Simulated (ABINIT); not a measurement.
# Cu (Fm-3m) in ABINIT: convergence with k mesh

Aim: find how far k mesh must go before the results for Cu settle, at LDA. This setting moves, with any that are tied to it; all else stays.

Everything below comes from runs of ABINIT 10.8.3 (patched build). Logs are shortened: lines on timing, memory, paths and dates and some standing lists are left out, and cuts for length are marked. The log counts tension as positive stress, the text compression.

### Step 1. Starting point

Symmetry: Fm-3m, No. 225, cubic system. Conventional cell: a = 3.615 Å, b = 3.615 Å, c = 3.615 Å, α = 90.00°, β = 90.00°, γ = 90.00°. Around Cu (site symmetry m-3m) lie 12 Cu at 2.56 Å.

### Step 2. With k mesh 3 × 3 × 3

run.abi

```
# Pseudopotentials
pp_dirpath "./"
pseudos "Cu.upf"

# Structure
acell 2.556191014 2.556191014 2.556191014 Angstrom
rprim
     0.0000000000     0.7071067812     0.7071067812
     0.7071067812     0.0000000000     0.7071067812
     0.7071067812     0.7071067812     0.0000000000
ntypat 1
znucl 29
natom 1
typat 1
xred
     0.0000000000     0.0000000000     0.0000000000

# Plane-wave basis
ecut 46.0

# k points
kptopt 1
ngkpt 3 3 3
nshiftk 1
shiftk 0.0 0.0 0.0

# Exchange and correlation
ixc 7

# Bands and occupations
nband 14
occopt 3
tsmear 0.00183747

# SCF cycle
nstep 100
tolvrs 1.0e-10

# Output
iomode 3
prtwf 0
prtden 0
prteig 0
prtebands 0
enunit 2
prtvol 2
```

Potentials or basis: PseudoDojo NC SR PBE v0.5 standard.

Command:

```sh
abinit run.abi > log 2>&1
```

run.abo:

```text
.Version 10.8.3 of ABINIT
 Symmetries : space group Fm -3 m (#225); Bravais cF (face-center cubic)
================================================================================
 Values of the parameters that define the memory need of the present run
     intxc =       0    ionmov =       0      iscf =       7    lmnmax =       6
     lnmax =       6     mgfft =      30  mpssoang =       3    mqgrid =    3001
     natom =       1  nloc_mem =       1    nspden =       1   nspinor =       1
    nsppol =       1      nsym =      48    n1xccc =    2501    ntypat =       1
    occopt =       3   xclevel =       1
       mpw =        1186          nfft =       27000          nkpt =           4
================================================================================
================================================================================

--------------------------------------------------------------------------------
------------- Echo of variables that govern the present computation ------------
--------------------------------------------------------------------------------
 -outvars: echo values of preprocessed input variables --------
            acell      4.8305009420E+00  4.8305009420E+00  4.8305009420E+00 Bohr
              amu      6.35460000E+01
             ecut      4.60000000E+01 Hartree
           enunit           2
              ixc           7
         kptrlatt        3    0    0      0    3    0      0    0    3
          kptrlen      1.44915028E+01
            natom           1
            nband          14
            ngfft          30      30      30
             nkpt           4
            nstep         100
             nsym          48
           ntypat           1
           occopt           3
           prtden           0
        prtebands           0
           prteig           0
           prtvol           2
            prtwf           0
            rprim      0.0000000000E+00  7.0710678120E-01  7.0710678120E-01
                       7.0710678120E-01  0.0000000000E+00  7.0710678120E-01
                       7.0710678120E-01  7.0710678120E-01  0.0000000000E+00
          spgroup         225
           tolvrs      1.00000000E-10
           tsmear      1.83747000E-03 Hartree
            typat      1
            znucl       29.00000

================================================================================

 chkinp: Checking input parameters for consistency.

================================================================================
== DATASET  1 ==================================================================
[... 119 lines left out ...]
 length scales=  4.830500941967  4.830500941967  4.830500941967 bohr
              =  2.556191014000  2.556191014000  2.556191014000 angstroms
 Fermi (or HOMO) energy (hartree) =   0.29215   Average Vxc (hartree)=  -0.51026
 Eigenvalues (hartree) for nkpt=   4  k points:
 kpt#   1, nband= 14, wtk=  0.03704, kpt=  0.0000  0.0000  0.0000 (reduced coord)
  -3.78845   -2.21960   -2.21960   -2.21960    0.00136    0.24095    0.24095    0.24095
   0.27274    0.27274    1.18756    1.27103    1.27103    1.27103
      occupation numbers for kpt#   1
   2.00000    2.00000    2.00000    2.00000    2.00000    2.00000    2.00000    2.00000
   1.99995    1.99995    0.00000    0.00000    0.00000    0.00000
 kpt#   2, nband= 14, wtk=  0.29630, kpt=  0.3333  0.0000  0.0000 (reduced coord)
  -3.78806   -2.22261   -2.22006   -2.22006    0.12605    0.23954    0.24420    0.24420
   0.28403    0.28403    0.66432    1.15844    1.16347    1.16347
      occupation numbers for kpt#   2
   2.00000    2.00000    2.00000    2.00000    2.00000    2.00000    2.00000    2.00000
   1.97618    1.97618    0.00000    0.00000    0.00000    0.00000
 kpt#   3, nband= 14, wtk=  0.22222, kpt=  0.3333  0.3333  0.0000 (reduced coord)
  -3.78793   -2.22248   -2.22076   -2.22076    0.15368    0.20083    0.27323    0.28154
   0.28154    0.28849    0.85142    0.89416    0.89416    1.02503
      occupation numbers for kpt#   3
   2.00000    2.00000    2.00000    2.00000    2.00000    2.00000    1.99993    1.99382
   1.99382    1.76023    0.00000    0.00000    0.00000    0.00000
 kpt#   4, nband= 14, wtk=  0.44444, kpt= -0.3333  0.3333  0.0000 (reduced coord)
  -3.78780   -2.22233   -2.22232   -2.22063    0.20163    0.20879    0.23567    0.27002
   0.28658    0.46849    0.56733    0.65750    0.95570    1.08042
      occupation numbers for kpt#   4
   2.00000    2.00000    2.00000    2.00000    2.00000    2.00000    2.00000    1.99999
   1.90788    0.00000    0.00000    0.00000    0.00000    0.00000
 Fermi (or HOMO) energy (eV) =   7.94984   Average Vxc (eV)= -13.88495
 Eigenvalues (   eV  ) for nkpt=   4  k points:
 kpt#   1, nband= 14, wtk=  0.03704, kpt=  0.0000  0.0000  0.0000 (reduced coord)
-103.08891  -60.39842  -60.39842  -60.39842    0.03701    6.55649    6.55649    6.55649
   7.42173    7.42173   32.31525   34.58656   34.58656   34.58656
 kpt#   2, nband= 14, wtk=  0.29630, kpt=  0.3333  0.0000  0.0000 (reduced coord)
-103.07834  -60.48024  -60.41078  -60.41078    3.43009    6.51829    6.64508    6.64508
   7.72891    7.72891   18.07694   31.52285   31.65960   31.65960
 kpt#   3, nband= 14, wtk=  0.22222, kpt=  0.3333  0.3333  0.0000 (reduced coord)
-103.07484  -60.47665  -60.42983  -60.42983    4.18198    5.46493    7.43502    7.66101
   7.66101    7.85016   23.16829   24.33140   24.33140   27.89239
 kpt#   4, nband= 14, wtk=  0.44444, kpt= -0.3333  0.3333  0.0000 (reduced coord)
-103.07132  -60.47278  -60.47245  -60.42651    5.48665    5.68158    6.41303    7.34761
   7.79831   12.74820   15.43774   17.89147   26.00585   29.39986
 Total charge density [el/Bohr^3]
)     Maximum=    4.3796E+00  at reduced coord.    0.1000    0.9000    0.9667
)Next maximum=    4.3796E+00  at reduced coord.    0.0333    0.9000    0.9667
)     Minimum=    2.0601E-02  at reduced coord.    0.5000    0.5000    0.5000
)Next minimum=    2.0749E-02  at reduced coord.    0.5000    0.5000    0.4667
   Integrated=    1.9000E+01

--- !EnergyTerms
iteration_state     : {dtset: 1, }
comment             : Components of total free energy in Hartree
kinetic             :  8.64707951044084E+01
hartree             :  5.59958229194769E+01
xc                  : -2.29459380988749E+01
Ewald energy        : -1.21142438841200E+02
psp_core            :  5.16373919445835E+00
local_psp           : -1.59727228843127E+02
non_local_psp       : -3.31255554790606E+01
internal            : -1.89310804043919E+02
'-kT*entropy'       : -7.79890582282653E-04
total_energy        : -1.89311583934501E+02
total_energy_eV     : -5.15143063128016E+03
band_energy         : -1.82724528738410E+01
...

 Cartesian components of stress tensor (hartree/bohr^3)
  sigma(1 1)=  6.58230279E-04  sigma(3 2)=  0.00000000E+00
  sigma(2 2)=  6.58230279E-04  sigma(3 1)=  0.00000000E+00
  sigma(3 3)=  6.58230279E-04  sigma(2 1)=  0.00000000E+00

-Cartesian components of stress tensor (GPa)         [Pressure= -1.9366E+01 GPa]
- sigma(1 1)=  1.93658034E+01  sigma(3 2)=  0.00000000E+00
- sigma(2 2)=  1.93658034E+01  sigma(3 1)=  0.00000000E+00
- sigma(3 3)=  1.93658034E+01  sigma(2 1)=  0.00000000E+00

== END DATASET(S) ==============================================================
================================================================================

 -outvars: echo values of variables after computation  --------
            acell      4.8305009420E+00  4.8305009420E+00  4.8305009420E+00 Bohr
           etotal     -1.8931158393E+02
            fcart     -0.0000000000E+00 -0.0000000000E+00 -0.0000000000E+00
            rprim      0.0000000000E+00  7.0710678120E-01  7.0710678120E-01
                       7.0710678120E-01  0.0000000000E+00  7.0710678120E-01
                       7.0710678120E-01  7.0710678120E-01  0.0000000000E+00
           strten      6.5823027913E-04  6.5823027913E-04  6.5823027913E-04
                       0.0000000000E+00  0.0000000000E+00  0.0000000000E+00
 Calculation completed.
```

It took 2.1 s on 1 thread of Arm Neoverse V2, shared host; peak memory 0.05 GiB.

Results:

```
Free energy                                           : -5151.4306 eV
Pressure                                              : -19.4 GPa
Band gap on the k mesh                                : none (metal or under the smearing width)
Valence electrons inside the program's atomic spheres : Cu 17.34 (radii [1.0584] Å)
```

### Step 3. With k mesh 4 × 4 × 4

run.abi: that of step 2 with these lines changed.

```diff
@@ -22,3 +22,3 @@
 kptopt 1
-ngkpt 3 3 3
+ngkpt 4 4 4
 nshiftk 1
```

Potentials or basis: PseudoDojo NC SR PBE v0.5 standard.

Command:

```sh
abinit run.abi > log 2>&1
```

Wall time 3.3 s (1 thread of Arm Neoverse V2, shared host); peak memory 0.07 GiB.

Results (log left out):

```yaml
Free_energy: -5150.9086 eV
Pressure: -13.4 GPa
Band_gap_on_the_k_mesh: none (metal or under the smearing width)
Valence_electrons_inside_the_program's_atomic_spheres: Cu 17.34 (radii [1.0584] Å)
```

### Step 4. With k mesh 6 × 6 × 6

run.abi: that of step 3 with these lines changed.

```diff
@@ -22,3 +22,3 @@
 kptopt 1
-ngkpt 4 4 4
+ngkpt 6 6 6
 nshiftk 1
```

Command:

```sh
abinit run.abi > log 2>&1
```

Wall time 6.1 s (1 thread of Arm Neoverse V2, shared host); peak memory 0.07 GiB.

It converged, with:

- Free energy: -5151.0116 eV
- Pressure: -14.0 GPa
- Band gap on the k mesh: none (metal or under the smearing width)
- Valence electrons inside the program's atomic spheres: Cu 17.34 (radii [1.0584] Å)

### Step 5. With k mesh 8 × 8 × 8

run.abi: that of step 4 with these lines changed.

```diff
@@ -22,3 +22,3 @@
 kptopt 1
-ngkpt 6 6 6
+ngkpt 8 8 8
 nshiftk 1
@@ -45,2 +45 @@
 enunit 2
-prtvol 2
```

Command:

```sh
abinit run.abi > log 2>&1
```

Wall time 9.8 s (1 thread of Arm Neoverse V2, shared host); peak memory 0.07 GiB.

Results (log left out):

```
Free energy                                           : -5151.0406 eV
Pressure                                              : -14.4 GPa
Band gap on the k mesh                                : none (metal or under the smearing width)
Valence electrons inside the program's atomic spheres : Cu 17.34 (radii [1.0584] Å)
```

### Step 6. With k mesh 10 × 10 × 10

run.abi: that of step 5 with these lines changed.

```diff
@@ -22,3 +22,3 @@
 kptopt 1
-ngkpt 8 8 8
+ngkpt 10 10 10
 nshiftk 1
```

Potentials or basis: PseudoDojo NC SR PBE v0.5 standard.

Command:

```sh
abinit run.abi > log 2>&1
```

It took 17 s on 1 thread of Arm Neoverse V2, shared host; peak memory 0.07 GiB.

Results (log left out):

| Item | Value |
| --- | --- |
| Free energy | -5151.0584 eV |
| Pressure | -15.2 GPa |
| Band gap on the k mesh | none (metal or under the smearing width) |
| Valence electrons inside the program's atomic spheres | Cu 17.34 (radii [1.0584] Å) |

### Step 7. With k mesh 12 × 12 × 12

run.abi: that of step 6 with these lines changed.

```diff
@@ -22,3 +22,3 @@
 kptopt 1
-ngkpt 10 10 10
+ngkpt 12 12 12
 nshiftk 1
```

Command:

```sh
abinit run.abi > log 2>&1
```

Wall time 26 s (1 thread of Arm Neoverse V2, shared host); peak memory 0.07 GiB.

It converged, with:

* Free energy: -5151.0685 eV
* Pressure: -15.3 GPa
* Band gap on the k mesh: none (metal or under the smearing width)
* Valence electrons inside the program's atomic spheres: Cu 17.34 (radii [1.0584] Å)

### Step 8. With k mesh 14 × 14 × 14

run.abi: that of step 7 with these lines changed.

```diff
@@ -22,3 +22,3 @@
 kptopt 1
-ngkpt 12 12 12
+ngkpt 14 14 14
 nshiftk 1
```

Command:

```sh
abinit run.abi > log 2>&1
```

Wall time 38 s (1 thread of Arm Neoverse V2, shared host); peak memory 0.08 GiB.

The run converged. Its results:

```
Free energy                                           : -5151.0717 eV
Pressure                                              : -15.2 GPa
Band gap on the k mesh                                : none (metal or under the smearing width)
Valence electrons inside the program's atomic spheres : Cu 17.34 (radii [1.0584] Å)
```

### Step 9. With k mesh 16 × 16 × 16

run.abi: that of step 8 with these lines changed.

```diff
@@ -22,3 +22,3 @@
 kptopt 1
-ngkpt 14 14 14
+ngkpt 16 16 16
 nshiftk 1
```

Potentials or basis: PseudoDojo NC SR PBE v0.5 standard.

Command:

```sh
abinit run.abi > log 2>&1
```

Run time: 52 s. Hardware: 1 thread of Arm Neoverse V2, shared host; peak memory 0.07 GiB.

It converged, with:

* Free energy: -5151.0722 eV
* Pressure: -15.2 GPa
* Band gap on the k mesh: none (metal or under the smearing width)
* Valence electrons inside the program's atomic spheres: Cu 17.34 (radii [1.0584] Å)

### Step 10. With k mesh 20 × 20 × 20

run.abi: that of step 9 with these lines changed.

```diff
@@ -22,3 +22,3 @@
 kptopt 1
-ngkpt 16 16 16
+ngkpt 20 20 20
 nshiftk 1
```

Command:

```sh
abinit run.abi > log 2>&1
```

It took 89 s on 1 thread of Arm Neoverse V2, shared host; peak memory 0.1 GiB.

Results (log left out):

```
Free energy                                           : -5151.0726 eV
Pressure                                              : -15.2 GPa
Band gap on the k mesh                                : none (metal or under the smearing width)
Valence electrons inside the program's atomic spheres : Cu 17.34 (radii [1.0584] Å)
```

### Step 11. The series at a glance

| k mesh | energy less the tightest run, at zero smearing (meV/atom) | pressure (GPa) | SCF cycles | CPU time (s) | peak memory (GiB) |
| --- | --- | --- | --- | --- | --- |
| 3 × 3 × 3 | -348.62 | -19.37 | 9 | 2 | 0.05 |
| 4 × 4 × 4 | 166.09 | -13.38 | 10 | 3.3 | 0.07 |
| 6 × 6 × 6 | 63.59 | -14.03 | 10 | 6 | 0.07 |
| 8 × 8 × 8 | 33.49 | -14.40 | 9 | 9.8 | 0.07 |
| 10 × 10 × 10 | 15.50 | -15.18 | 10 | 17 | 0.07 |
| 12 × 12 × 12 | 4.26 | -15.34 | 10 | 26 | 0.07 |
| 14 × 14 × 14 | 0.95 | -15.17 | 10 | 38 | 0.08 |
| 16 × 16 × 16 | 0.52 | -15.15 | 10 | 52 | 0.07 |
| 20 × 20 × 20 | 0.00 | -15.23 | 10 | 89 | 0.1 |

Against the tightest run, the energy stays within 1 meV/atom from 14 × 14 × 14 on; the pressure stays within 0.1 GPa from 14 × 14 × 14 on. Meshes of other sizes hit other points, so gaps and Fermi surfaces needn't settle smoothly. The tightest run that finished is the yardstick and may itself not be fully converged.

Caveats: so large a pressure means that the cell lies far from this level's equilibrium, or that cutoff or potentials fall short; the potentials were made for another functional, which shifts forces and pressure.
